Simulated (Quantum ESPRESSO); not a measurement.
Rb under changes of volume

One of the cells (95.352 Å³/atom); the others are scaled copies at fixed shape and fractional positions:

```
CELL_PARAMETERS angstrom
-2.95451 2.95451 2.73085
2.95451 -2.95451 2.73085
2.95451 2.95451 -2.73085
ATOMIC_POSITIONS crystal
Rb 0.00000 0.00000 0.00000
```

This isn't the form of Rb at room conditions, which is bcc.

| Item | Value |
| --- | --- |
| Program | Quantum ESPRESSO 7.5 |
| Functional | PBE |
| Potentials or basis | SSSP 1.3 efficiency PBE |
| Cutoff | 816 eV |
| Density cutoff | 3265 eV |
| k mesh | 7 × 7 × 7 |
| Occupations | fermi-dirac, width 0.05 eV |
| Spin | no spin polarisation |

```tsv
volume (Å³/atom)	energy over the lowest point (meV/atom)	pressure (GPa)
89.631	0.07	0.0
91.538	0.00	0.0
93.445	0.60	-0.1
95.352	1.80	-0.1
97.259	3.56	-0.2
99.166	?	?
101.073	8.51	-0.2
```

What does the run at 99.166 Å³/atom give?

Energy over the lowest point 5.81 meV/atom; pressure -0.2 GPa.

Worked out: A Birch-Murnaghan fit of order 3 (a polynomial in V^(-2/3)) to the other rows has its minimum at 90.77 Å³/atom with B0 = V·E''(V) = 2.8 GPa and B' = 3.8 at fixed shape and positions, which overstates the stiffness. It gives 5.81 meV/atom at 99.166 Å³/atom, against the run's 5.81, and -dE/dV = -0.2 GPa, against -0.2.

Energies are extrapolated to zero smearing.
